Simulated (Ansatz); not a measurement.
# BaZrO3, space group I4/mcm: an SCF with some post-processing

Program: the Python package of Ansatz (0.2.0).

The cells in order, each with its output:

**Cell 1**
```python
from collections import Counter

import ansatz as az
import matplotlib.pyplot as plt
import numpy as np
from pymatgen.core import Lattice, Structure
from pymatgen.core import Structure
from pymatgen.io.ase import AseAtomsAdaptor

pmg_structure = Structure(
    Lattice([[-2.977, 2.977, 4.2139], [2.977, -2.977, 4.2139], [2.977, 2.977, -4.2139]]),
    ['Ba', 'Ba', 'Zr', 'Zr', 'O', 'O', 'O', 'O', 'O', 'O'],
    [
        [0.75, 0.25, 0.5],
        [0.25, 0.75, 0.5],
        [0.0, 0.0, 0.0],
        [0.5, 0.5, 0.0],
        [0.75, 0.75, 0.0],
        [0.25, 0.25, 0.0],
        [0.2394, 0.7394, 0.9787],
        [0.7606, 0.2606, 0.0213],
        [0.7394, 0.7606, 0.5],
        [0.2606, 0.2394, 0.5],
    ],
)
xtal = az.Crystal.from_ase(AseAtomsAdaptor.get_atoms(pmg_structure))
```

**Cell 2**
```python
xtal.resolved().tree()['lattice']
```
Output:
```text
((-2.977, 2.977, 4.2139), (2.977, -2.977, 4.2139), (2.977, 2.977, -4.2139))
```

**Cell 3**
```python
base = (
    xtal.calculation()
    .functional('PBEsol', dispersion='d3bjatm')
    .pseudopotentials('paw')
    .basis(10 * az.Ha, density_ratio=6)
    .accuracy('medium')
    .kpoints(4, 4, 4, center='monkhorst-pack')
    .occupations('fixed')
    .eigensolver('auto', full_accuracy=True)
    .scf(tolerance=1e-09)
    .density_of_states(energy_step=0.1, projected=True)
    .band_densities([('v1', 'v1'), ('c1', 'c1')])
    .band_table()
    .cutoff_correction(756)
)
def show(event):
    row = event['data']
    if event['event'] == 'scf_iter' and row.get('harris_foulkes_ev') is not None:
        print(f'  iteration {row["iter"]:3d}  Harris-Foulkes {row["harris_foulkes_ev"]:.5f} eV  residual {row["dr2_ev"]:.2e}')
```

**Cell 4**
```python
result = base.session().plan().execute(on_event=show)
summary = result.report
```
Output:
```text
DeckWarning: basis.ecutwfc = 272.11386245988 eV is below the records' recommended 420 eV, and the density's cutoff is lower with it unless basis.ecutrho_ratio is high enough to keep the records' density cutoff: compare with a run at a higher cutoff
DeckWarning: basis.ecutrho_ratio = 6 (ecutrho = 1632.68317475928 eV) is below the records' recommended 1680 eV
  iteration   1  Harris-Foulkes -23362.03318 eV  residual 1.51e+00
  iteration   2  Harris-Foulkes -23361.69801 eV  residual 2.07e-01
  iteration   3  Harris-Foulkes -23361.67067 eV  residual 1.60e-02
  iteration   4  Harris-Foulkes -23361.67730 eV  residual 1.30e-04
  iteration   5  Harris-Foulkes -23361.67737 eV  residual 6.65e-06
  iteration   6  Harris-Foulkes -23361.67737 eV  residual 3.74e-06
  iteration   7  Harris-Foulkes -23361.67737 eV  residual 3.16e-07
  iteration   8  Harris-Foulkes -23361.67737 eV  residual 1.22e-08
  iteration   9  Harris-Foulkes -23361.67737 eV  residual 3.05e-10
```

**Cell 5**
```python
summary['n_kpoints'], summary['n_symmetry_ops'], summary['n_pw']
```
Output:
```text
(20, 4, 1471)
```

**Cell 6**
```python
summary['free_energy_ev']
```
Output:
```text
-23361.67737080596
```

**Cell 7**
```python
n_atoms = len(summary['lattice']['sites'])
print('F =', round(summary['free_energy_ev'], 4), 'eV for', n_atoms, 'atoms')
print('E(sigma -> 0) =', round(summary['energy_sigma0_ev'], 4), 'eV, TS =', round(summary['entropy_ts_ev'], 5), 'eV')
print('closed by', summary['closed_by'], 'after', summary['n_iterations'], 'iterations')
```
Output:
```text
F = -23361.6774 eV for 10 atoms
E(sigma -> 0) = -23361.6774 eV, TS = 0.0 eV
closed by deck_thresholds after 9 iterations
```

**Cell 8**
```python
dos = result.density_of_states()
energy = np.asarray(dos.energies_ev) - dos.fermi_ev
projected = result.projected_density_of_states()
fig, ax = plt.subplots(figsize=(5, 3.4))
for name in sorted({site.species for site in projected.sites}):
    curve = sum(np.sum(part.g_bin_mean_per_ev, axis=0) for site in projected.sites if site.species == name for shell in site.shells for part in shell.curves)
    ax.plot(energy, curve, label=name)
    window = (energy > -4) & (energy <= 0)
    print(f'{name}: {curve[window].sum() * (energy[1] - energy[0]):.3f} projected states in the 4 eV under E_F')
ax.set(xlim=(-8, 6), xlabel='E - E_F (eV)', ylabel='states/eV')
ax.legend()
fig.savefig('pdos.png', dpi=100)
```
Output:
```text
Ba: 0.807 projected states in the 4 eV under E_F
O: 30.079 projected states in the 4 eV under E_F
Zr: 4.424 projected states in the 4 eV under E_F
```

**Cell 9**
```python
# how spread out the top filled and lowest empty bands are
for name, window in zip(('top filled band', 'lowest empty band'), result.band_densities().windows):
    field = window.outcome.density.channels[0].density_e_per_ang3
    ratio = field.mean() ** 2 / np.mean(field ** 2)
    print(f'{name}: band {window.window.first}, participation ratio {ratio:.3f} of the cell')

# the band energy is the weighted sum of filled levels
eps, occ = np.array(summary['eigenvalues_ev']), np.array(summary['occupations'])
wk = np.tile(summary['kweights'], len(eps) // len(summary['kweights']))
print(f'sum of w f eps = {wk @ (eps * occ).sum(axis=1):.4f} eV, reported band energy {summary["components"]["e_band"]:.4f} eV')
```
Output:
```text
top filled band: band 40, participation ratio 0.103 of the cell
lowest empty band: band 41, participation ratio 0.220 of the cell
sum of w f eps = -210.2035 eV, reported band energy -210.2035 eV
```

**Cell 10**
```python
# estimate of what a larger basis would gain, without a second SCF
estimate = summary.get('cutoff_correction')
if estimate:
    print('towards {} eV the energy would change by {:.2f} meV/atom'.format(estimate['reference_ecutwfc_ev'], 1000 * estimate['energy_ev'] / len(result.lattice.sites)))
```
Output:
```text
towards 756.0 eV the energy would change by -720.32 meV/atom
```

**Cell 11**
```python
final = Structure(result.lattice.cell_ang, [s.symbol for s in result.lattice.sites], [s.position_frac for s in result.lattice.sites])
# shortest distances, periodic images included
shortest = {}
for site, neighbours in zip(final, final.get_all_neighbors(5.0)):
    for other in neighbours:
        pair = '-'.join(sorted((site.specie.symbol, other.specie.symbol)))
        shortest[pair] = min(shortest.get(pair, 9e9), other.nn_distance)
for pair, distance in sorted(shortest.items(), key=lambda item: item[1]):
    print(f'shortest {pair:6s} {distance:.4f} A')
```
Output:
```text
shortest O-Zr   2.1069 A
shortest Ba-O   2.9153 A
shortest O-O    2.9794 A
shortest Ba-Zr  3.6472 A
shortest Ba-Ba  4.2101 A
shortest Zr-Zr  4.2101 A
```

Reading the output:
- The settings weren't tested for convergence.
- The cutoff lies under the one recommended for these potentials.
- Spin is left out of this run.
- Semilocal gaps usually lie well under measured ones.
- The Fermi level of a run with fixed occupations marks the highest occupied state on its mesh, not mid-gap.
- Projections exist only for the shells that the potentials hold, some of them semicore, and samples at single energies can miss narrow peaks.
- The empty d shell of the heavier alkali and alkaline-earth atoms, which makes much of a conduction band, may have no channel.
- The crystal has a gap of about 3.16 eV on the mesh; bins of finite width blur the band edges.
- The structure comes from a database of computed cells and needn't be a stable or known phase.
- Levels are Kohn-Sham eigenvalues on this mesh, without spin-orbit coupling.
- Warnings are shown shortened and without file and line.
- The computed bands are complete only to about 6.5 eV above the Fermi level; beyond that the density of states is undercounted.
- Timing: 19 s on 1 thread of AMD EPYC 7R43 64-Core Processor (Zen 3) (shared host), peak memory 0.59 GiB.

(Lines on the test bed's own set-up are left out of the output.)
